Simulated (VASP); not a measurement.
# HgTe: convergence, self-consistent run

HgTe, P1 (no. 1), 2 atoms in the cell. PBE; PAW potentials Hg, Te (PBE set). VASP 6.6.1. The atoms are moved at random off their ideal places.

Wanted: energy within 1 meV/atom; forces within 0.005 eV/Å; pressure within 0.1 GPa.

POSCAR:
```
HgTe
1.0
    0.0000000000      3.2145000000      3.2145000000
    3.2145000000      0.0000000000      3.2145000000
    3.2145000000      3.2145000000      0.0000000000
Hg Te
1 1
Direct
    0.0009850000     -0.0030580000     -0.0000240000
    0.7442790000      0.7477940000      0.7543600000
```

## One numerical tag moved

| One numerical tag moved | Energy less reference (meV/atom) | Forces, largest deviation (eV/Å) | Pressure (GPa) | SCF iterations | Time (s) |
|---|---|---|---|---|---|
| default | 0.0 | 0.0000 | 4.70 | 15 | 61 |
| DEPER = 0.6 | 0.0 | 0.0000 | 4.70 | 15 | 68 |
| NDAV = 2 | 0.0 | 0.0000 | 4.70 | 15 | 85 |
| NBLK = 64 | 0.0 | 0.0000 | 4.70 | 15 | 93 |
| NDAV = 8 | 0.0 | 0.0000 | 4.70 | 15 | 89 |
| LMAXPAW = 0 | 0.1 | 0.0004 | 4.70 | 15 | 86 |
| DEPER = 0.05 | 0.0 | 0.0000 | 4.70 | 13 | 98 |
| WEIMIN = 0.0 | 0.0 | 0.0000 | 4.70 | 15 | 82 |
| LDIAG = F | 0.0 | 0.0000 | 4.70 | 13 | 93 |

## Question

For each series: keep the first row unless others stay within half of the tolerance and take at least 30 % less time, and then take the fastest.

## Answer

- one numerical tag moved: default

## The input

INCAR:
```
SYSTEM = HgTe
  ALGO = Normal
  EDIFF = 1E-7
  ENCUT = 520
  ISIF = 2
  ISMEAR = 0
  LASPH = .True.
  LCHARG = .False.
  LREAL = .False.
  LWAVE = .False.
  NELM = 100
  PREC = Accurate
  SIGMA = 0.02
```

KPOINTS:
```
k-points
0
Gamma
  6 6 6
```

Commands:
```
cat potpaw_PBE.64/Hg/POTCAR potpaw_PBE.64/Te/POTCAR > POTCAR
mpirun -np 1 vasp_std > vasp.out
```

The chosen input took VASP 6.6.1 61 s on 1 core (Intel Xeon Platinum 8488C (Sapphire Rapids)), a shared host.

## An input that fails: LMAXPAW = -1 without LASPH

It runs to its end, but against the unchanged starting input it is off by 2.5 meV/atom in the energy, 0.0003 eV/Å in the forces, 0.01 GPa in the pressure.

Changes against the starting input:
```
- LASPH = True
+ LASPH = False
+ LMAXPAW = -1
```
